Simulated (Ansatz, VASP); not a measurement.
**C: VASP beside Ansatz**

```xyz
8
Lattice="-3.1615 3.1615 1.6671 3.1615 -3.1615 1.6671 3.1615 3.1615 -1.6671" Properties=species:S:1:pos:R:3 pbc="T T T"
C     0.0000    0.0000    2.6592
C     0.0000    3.1615    0.1586
C     0.7767    0.7767    1.6671
C     2.3848    2.3848    0.0000
C     2.3848    0.7767    0.8335
C     3.9382   -0.7767    0.8335
C     0.0000    0.0000    0.6749
C     0.0000    3.1615    1.5085
```

Alike in both runs: functional PBE; k mesh 12 × 12 × 12; occupations gaussian, width 0.1 eV; no spin polarisation.

Ansatz relaxed the structure, and its values are those at the end. VASP's run is a single point on that final structure, the one shown.

|  | VASP | Ansatz |
| --- | --- | --- |
| version | VASP 6.6.1 | Ansatz 0.2.0 |
| potentials or method | VASP PAW PBE potentials, release 64 (C) | scalar-relativistic, plane waves, PAW |
| plane-wave cutoff (eV) | 520 | 420 |
| valence electrons in the cell | 32 | 32 |

|  | VASP | Ansatz | Ansatz less VASP |
| --- | --- | --- | --- |
| gap on the k mesh at the Fermi level (eV) | none | none | - |
| pressure (GPa) | 0.4 | 0.0 | -0.38 |
| rms of the force components (eV/Å) | 0.031 | 0.001 | -0.0305 |

A gap of «none» marks a metal or a gap that the smearing closes.
